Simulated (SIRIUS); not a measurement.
Equation of state of WS under PBE

```cif
data_structure
_symmetry_space_group_name_H-M 'P 1'
_symmetry_Int_Tables_number 1
_cell_length_a 3.0079
_cell_length_b 3.0079
_cell_length_c 3.0079
_cell_angle_alpha 90.000
_cell_angle_beta 90.000
_cell_angle_gamma 90.000
_cell_volume 27.21
loop_
_atom_site_label
_atom_site_type_symbol
_atom_site_fract_x
_atom_site_fract_y
_atom_site_fract_z
_atom_site_occupancy
W1 W 0.50000 0.50000 0.50000 1
S1 S 0.00000 0.00000 0.00000 1
```

The cell comes from a database or a generator and needn't be the stable form of this composition.

The cell was scaled at fixed shape and fractions and run with SIRIUS, SSSP 1.3.0 PBE efficiency, cutoff 828 eV; PBE, k mesh 6 × 6 × 6 on the cell of 2 atoms, fermi-dirac occupations of 0.05 eV, no spin polarisation, no spin-orbit coupling. Energies are those that the program minimises, any entropy of the smearing included. For a metal such a mesh isn't converged to the digits shown.

```tsv
V (Å³/atom)	energy over the lowest row (meV/atom)
12.7904	43.24
13.0625	18.57
13.3347	4.54
13.6068	0.00
13.8789	3.91
14.1511	?
14.4232	33.50
```

Problem. Fit the third-order Birch-Murnaghan form, give V0, B0 and B′, and predict the energy left open.

Solution. With y = (V0/V)^(2/3), E = E0 + (9 V0 B0/16) [(y - 1)³ B′ + (y - 1)² (6 - 4y)]. Least squares through the rows shown give V0 = 13.6118 Å³/atom, E0 = 0.00 meV, B0 = 248.0 GPa (1 eV/Å³ = 160.218 GPa) and B′ = 4.77, with a largest miss of 0.01 meV. At V = 14.1511 the form with these constants gives 15.35 meV; the run gave 15.36 meV an atom. Other set-ups at this level, from all their volumes (Å³/atom, GPa): SIRIUS, PseudoDojo 0.4.1 PBE standard (scalar relativistic): V0 13.603, B0 247.2; SIRIUS, PseudoDojo 0.5 PBE standard (scalar relativistic): V0 13.604, B0 247.3.

The energy well is stiff and clearly anharmonic: at nearly equal volume changes from the minimum, compression to 12.7904 Å³/atom costs 43.24 meV/atom, while expansion to 14.4232 Å³/atom costs only 33.50. This is the usual asymmetry of a bonded solid, since overlap repulsion rises steeply as the atoms approach, while the bonding attraction weakens more gradually as they separate.

The bulk modulus of 248.0 GPa is below that of elemental tungsten but far above that of layered WS2, whose van der Waals gaps take up much of the compression. In this CsCl-type arrangement there is no such soft gap, and every direction is spanned by W–S contacts. The resistance probably comes from W 5d–S 3p covalency, with some direct W–W d bonding.

The close agreement among the three pseudopotential sets suggests that the core treatment has little influence on the volume or stiffness. Because only uniform scaling was sampled, the positive bulk modulus doesn't establish resistance to shear or to internal displacements of the two sublattices.
